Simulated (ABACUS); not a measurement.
The system is Hf.

```
Hf
1.0
     3.19670    0.00000    0.00000
    -1.59835    2.76842    0.00000
     0.00000    0.00000    5.05780
Hf
2
Direct
  0.66667 0.33333 0.75000
  0.33333 0.66667 0.25000
```

```yaml
Program: ABACUS 3.10.1
Task: single point
Functional: PBEsol
Potentials_or_basis: PseudoDojo NC SR 0.4.1 PBEsol standard
Cutoff: 789 eV
Density_cutoff: 3157 eV
Basis: plane waves
k_mesh: 10 × 10 × 5
Occupations: fermi-dirac, width 0.05 eV
Spin: no spin polarisation
```

On this cell: pressure -3.6 GPa; largest force under 0.003 eV/Å; band gap on the k mesh none (metal or under the smearing width).

The same run follows on a disturbed copy (atoms moved at random, drawn with an rms of 0.05 Å):

```
CELL_PARAMETERS angstrom
3.19670 0.00000 0.00000
-1.59835 2.76842 0.00000
0.00000 0.00000 5.05780
ATOMIC_POSITIONS crystal
Hf 0.67080 0.34630 0.75451
Hf 0.32565 0.67287 0.24668
```

Task: What does the disturbed cell give?

Result: The energy (extrapolated to zero smearing) moves by +1.9 meV/atom; pressure -3.5 GPa; largest force 0.144 eV/Å; band gap on the k mesh none (metal or under the smearing width).

Forces on the atoms (eV/Å):
```
Hf  -0.061 -0.042 -0.123
Hf   0.061  0.042  0.123
```

Stress tensor (GPa, compression positive):
```
-3.26  0.23  0.05
 0.23 -3.57  0.03
 0.05  0.03 -3.73
```
